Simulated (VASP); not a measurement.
Method: PBEsol GGA, VASP's PBE PAW potentials (set 64) (plane waves; VASP 6.6.1).

The input files of a VASP run:

**POSCAR**
```
ZrO2
1.0
  0.0000000000   2.4888710658   2.4888710658
  2.4888710658   0.0000000000   2.4888710658
  2.4888710658   2.4888710658   0.0000000000
Zr O
1 2
Cart
  2.4888710658   4.9777421316   2.4888710658
  1.2444355329   1.2444355329   1.2444355329
  3.7333065987   3.7333065987   3.7333065987
```

File KPOINTS:
```
kpoints
0
G
 8 8 8
```

### INCAR
```
ALGO=Normal
EDIFF=1E-7
EDIFFG=-0.01
ENCUT=600
GGA=PS
IBRION=2
ISIF=3
ISMEAR=0
LASPH=T
LCHARG=F
LMAXMIX=4
LREAL=F
LWAVE=F
NELM=100
NSW=40
PREC=Accurate
PSTRESS=150
SIGMA=0.05
SYSTEM=ZrO2
```

POTCAR, in this order: Zr_sv O (PBE.64 set). Program: vasp_std.

What VASP printed:

**OUTCAR**
```
 ion  position               nearest neighbor table
   1  0.000  0.000  0.000-   2 2.16   3 2.16   3 2.16   3 2.16   3 2.16   2 2.16   2 2.16   2 2.16
  LATTYP: Found a face centered cubic cell.
 ALAT       =     4.9777421316
 Subroutine PRICEL returns:
 Original cell was already a primitive cell.
 Subroutine GETGRP returns: Found 48 space group operations
The static configuration has the point symmetry O_h .
The dynamic configuration has the point symmetry O_h .
 Subroutine INISYM returns: Found 48 space group operations
 Subroutine IBZKPT returns following result:
 Found     29 irreducible k-points:

 Following reciprocal coordinates:
            Coordinates               Weight
  0.000000  0.000000  0.000000      1.000000
  0.125000  0.000000  0.000000      8.000000
  0.250000  0.000000  0.000000      8.000000
  0.375000  0.000000  0.000000      8.000000
  0.500000  0.000000  0.000000      4.000000
  0.125000  0.125000  0.000000      6.000000
  0.250000  0.125000  0.000000     24.000000
  0.375000  0.125000  0.000000     24.000000
  0.500000  0.125000  0.000000     24.000000
 -0.375000  0.125000  0.000000     24.000000
 -0.250000  0.125000  0.000000     24.000000
 -0.125000  0.125000  0.000000     12.000000
  0.250000  0.250000  0.000000      6.000000
  0.375000  0.250000  0.000000     24.000000
  0.500000  0.250000  0.000000     24.000000
 -0.375000  0.250000  0.000000     24.000000
 -0.250000  0.250000  0.000000     12.000000
  0.375000  0.375000  0.000000      6.000000
  0.500000  0.375000  0.000000     24.000000
 -0.375000  0.375000  0.000000     12.000000
  0.500000  0.500000  0.000000      3.000000
  0.375000  0.250000  0.125000     24.000000
  0.500000  0.250000  0.125000     48.000000
 -0.375000  0.250000  0.125000     24.000000
  0.500000  0.375000  0.125000     24.000000
...
```

File OSZICAR:
```
       N       E                     dE             d eps       ncg     rms          rms(c)
DAV:   1     0.211857541609E+03    0.21186E+03   -0.16092E+04   928   0.174E+03
DAV:   2    -0.269234020428E+02   -0.23878E+03   -0.23467E+03  1168   0.409E+02
DAV:   3    -0.353881931118E+02   -0.84648E+01   -0.84581E+01  1432   0.794E+01
DAV:   4    -0.355676476049E+02   -0.17945E+00   -0.17942E+00  1256   0.909E+00
DAV:   5    -0.355703555747E+02   -0.27080E-02   -0.27080E-02  1272   0.839E-01    0.291E+01
DAV:   6    -0.299352739351E+02    0.56351E+01   -0.31032E+01  1008   0.453E+01    0.124E+01
DAV:   7    -0.298849270598E+02    0.50347E-01   -0.11917E+00  1320   0.903E+00    0.753E+00
DAV:   8    -0.298508333173E+02    0.34094E-01   -0.14731E-01  1216   0.412E+00    0.429E-01
DAV:   9    -0.298497793017E+02    0.10540E-02   -0.19681E-02  1160   0.974E-01    0.296E-01
DAV:  10    -0.298501548765E+02   -0.37557E-03   -0.51484E-03  1024   0.721E-01    0.159E-01
DAV:  11    -0.298501295127E+02    0.25364E-04   -0.14238E-03  1112   0.334E-01    0.133E-01
DAV:  12    -0.298500857147E+02    0.43798E-04   -0.21638E-04  1144   0.124E-01    0.596E-03
DAV:  13    -0.298500863027E+02   -0.58793E-06   -0.10253E-05  1096   0.263E-02    0.440E-03
DAV:  14    -0.298500863837E+02   -0.81021E-07   -0.15581E-06  1176   0.867E-03    0.591E-03
DAV:  15    -0.298500862677E+02    0.11597E-06   -0.14262E-07   800   0.378E-03    0.875E-04
DAV:  16    -0.298500862587E+02    0.90090E-08   -0.12296E-08   600   0.103E-03
   1 F= -.26963278E+02 E0= -.26963278E+02  d E =-.269633E+02
```

### OUTCAR
```
------------------------ aborting loop because EDIFF is reached ----------------------------------------
  FORCE on cell =-STRESS in cart. coord.  units (eV):
  Direction    XX          YY          ZZ          XY          YZ          ZX
  --------------------------------------------------------------------------------------
  Total        2.8837731      2.8837731      2.8837731     -0.0000000     -0.0000000      0.0000000
  in kB      149.8423136    149.8423136    149.8423136     -0.0000000     -0.0000000      0.0000000
  external PRESSURE =      -0.1576864 kB  Pullay stress =     150.0000000 kB
  volume of cell :       30.83
      direct lattice vectors                 reciprocal lattice vectors
     0.000000000  2.488871066  2.488871066    -0.200894296  0.200894296  0.200894296
     2.488871066  0.000000000  2.488871066     0.200894296 -0.200894296  0.200894296
     2.488871066  2.488871066  0.000000000     0.200894296  0.200894296 -0.200894296
 POSITION                                       TOTAL-FORCE (eV/Angst)
 -----------------------------------------------------------------------------------
      0.00000      0.00000      0.00000         0.000000     -0.000000      0.000000
      1.24444      1.24444      1.24444        -0.000000      0.000000     -0.000000
      3.73331      3.73331      3.73331         0.000000      0.000000      0.000000
 -----------------------------------------------------------------------------------
    total drift:                                0.000000      0.000000      0.000000
  FREE ENERGIE OF THE ION-ELECTRON SYSTEM (eV)
  ---------------------------------------------------
  free  energy   TOTEN  =       -29.8500862587 eV

  energy  without entropy=      -29.8500862587  energy(sigma->0) =      -29.85008626
  enthalpy is  TOTEN    =       -26.9632784662 eV   P V=        2.8868077925

 reached required accuracy - stopping structural energy minimisation
```
(Selected blocks of OUTCAR.)

### OUTCAR
```
 val. band max:        7.8652882973   @ k =   0.5000   0.5000   0.0000

 cond. band min:      11.3193352054   @ k =   0.0000   0.0000   0.0000


 Fermi energy:         8.0750857148

 k-point     1 :       0.0000    0.0000    0.0000
  band No.  band energies     occupation
      1     -39.7791      2.00000
      2     -17.6474      2.00000
      3     -17.6474      2.00000
      4     -17.6474      2.00000
      5     -10.5978      2.00000
      6      -7.7369      2.00000
      7       2.1773      2.00000
      8       2.1773      2.00000
      9       2.1773      2.00000
     10       7.3002      2.00000
     11       7.3003      2.00000
     12       7.3003      2.00000
     13      11.3193      0.00000
     14      11.3193      0.00000
     15      14.7348      0.00000
     16      18.1003      0.00000

 k-point     2 :       0.1250    0.0000    0.0000
  band No.  band energies     occupation
      1     -39.7691      2.00000
      2     -17.8069      2.00000
      3     -17.6616      2.00000
      4     -17.6616      2.00000
      5     -10.3278      2.00000
      6      -7.9243      2.00000
      7       2.3418      2.00000
      8       2.3418      2.00000
      9       2.6577      2.00000
     10       6.9214      2.00000
     11       6.9870      2.00000
     12       6.9870      2.00000
     13      11.6583      0.00000
     14      11.6583      0.00000
     15      15.2021      0.00000
     16      17.4898      0.00000

 k-point     3 :       0.2500    0.0000    0.0000
  band No.  band energies     occupation
      1     -39.7450      2.00000
      2     -18.1564      2.00000
      3     -17.6954      2.00000
      4     -17.6954      2.00000
      5      -9.7813      2.00000
      6      -8.2223      2.00000
      7       2.7420      2.00000
      8       2.7420      2.00000
      9       3.7682      2.00000
     10       6.1686      2.00000
     11       6.4608      2.00000
     12       6.4608      2.00000
     13      12.1406      0.00000
...
```

The compound is ZrO2 in the fluorite structure, the high-temperature cubic form, which is unstable at 0 K; the monoclinic form is the stable one. It was relaxed first under an external pressure of 15 GPa.
